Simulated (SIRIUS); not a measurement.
The system is PtSe2 (Sudovikovite).

```
Pt Se
1.0
     3.72400    0.00000    0.00000
    -1.86200    3.22508    0.00000
     0.00000    0.00000    5.06200
Pt Se
1 2
Direct
  0.00000 0.00000 0.00000
  0.66667 0.33333 0.75000
  0.33333 0.66667 0.25000
```

Program: SIRIUS 7.12.0. Alike in all runs: potentials or basis all-electron FP-LAPW, apw+lo standard; cell as given; k mesh 8 × 8 × 5; cutoff (eV) 198; smearing fermi-dirac 0.05 eV. Hardware: 1 thread of Arm Neoverse V1 (shared host).

**Question.** Order these runs on this cell by their wall time, lowest first.
A. task band structure; level PBE; spin SOC, no magnetisation
B. task single point; level PW91; spin off
C. task single point; level AM05; spin off

**Answer.** C (200 s), B (420 s), A (1000 s).

Caveats: spin-orbit coupling enters by second variation, whose total energy isn't converged in the number of states and isn't listed, and the forces lack its term (some runs).

Not every run made on this cell is shown here.
